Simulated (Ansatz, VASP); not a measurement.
**NaI in VASP and in Ansatz**

The input INCAR:

```
SYSTEM = NaI
PREC = Accurate
ENCUT = 520
EDIFF = 1E-6
ISMEAR = -1
SIGMA = 0.08
LREAL = .FALSE.
LASPH = .TRUE.
NELM = 60
ALGO = Normal
ISIF = 2
LWAVE = .FALSE.
LCHARG = .FALSE.
GGA = PE
NBANDS = 22
```

The input KPOINTS:

```
Automatic mesh
0
G
  10 10 6
  0 0 0
```

The input POSCAR:

```
NaI
1.0
    5.1452656430      0.0000000000      0.0000000000
   -2.5726328215      4.4559307560      0.0000000000
    0.0000000000      0.0000000000      8.0059904541
Na I
2 2
Direct
    0.3333333333      0.6666666667     -0.0063332689
    0.6666666667      0.3333333333      0.4936667311
    0.3333333333      0.6666666667      0.3823332689
    0.6666666667      0.3333333333      0.8823332689
```

Input for Ansatz:

```yaml
crystal:
  lattice:
    - [5.145265643, 0.0, 0.0]
    - [-2.5726328215, 4.455930756, 0.0]
    - [0.0, 0.0, 8.0059904541]
  atoms:
    - { symbol: Na, position: [0.3333333333, 0.6666666667, -0.0063332689] }
    - { symbol: Na, position: [0.6666666667, 0.3333333333, 0.4936667311] }
    - { symbol: I, position: [0.3333333333, 0.6666666667, 0.3823332689] }
    - { symbol: I, position: [0.6666666667, 0.3333333333, 0.8823332689] }
kpoints:
  mp_grid: { grid: [10, 10, 6] }
  band_path:
    path:
      - [0.0, 0.0, 0.0]
      - [0.5, 0.0, 0.0]
      - [0.3333333333, 0.3333333333, 0.0]
      - [0.0, 0.0, 0.0]
      - [0.0, 0.0, 0.5]
      - [0.5, 0.0, 0.5]
      - [0.3333333333, 0.3333333333, 0.5]
      - [0.0, 0.0, 0.5]
      - [0.5, 0.0, 0.5]
    npoints: 8
scf:
  occupations: { method: fermi_dirac, width: 0.08 }
hamiltonian:
  xc: pbe
  pseudopotentials: { kind: all_electron, lapw: { basis_error: 0.0005 } }
output:
  forces: true
  stress: true
  eigenvalues: true
  populations: true
  dos: { projected: true, de: 0.2, e_range: [-14, 8] }
```

Measurements of this composition are mostly on another form, of space group No. 225.

Alike in both runs: task single point; functional PBE; k mesh 10 × 10 × 6; occupations fermi-dirac, width 0.08 eV; no spin polarisation.

|  | VASP | Ansatz |
| --- | --- | --- |
| version | VASP 6.6.1 | Ansatz 0.2.0 |
| potentials or method | VASP PAW PBE potentials, release 64 (Na_pv, I) | all-electron LAPW, scalar-relativistic |
| plane-wave cutoff (eV) | 520 | see its input |

|  | VASP | Ansatz | Ansatz less VASP |
| --- | --- | --- | --- |
| gap on the k mesh at the Fermi level (eV) | 3.70 | 3.71 | +0.003 |
| pressure (GPa) | 0.0 | 0.0 | 0.00 |

Ansatz ran all-electron here, so the differences hold the error of VASP's frozen core and of both bases.

Caveats: spin-orbit coupling is left out, which moves the levels of the heavy elements. PBE gaps usually lie below the measured ones, often by a third to a half. A k mesh can miss the band edges.
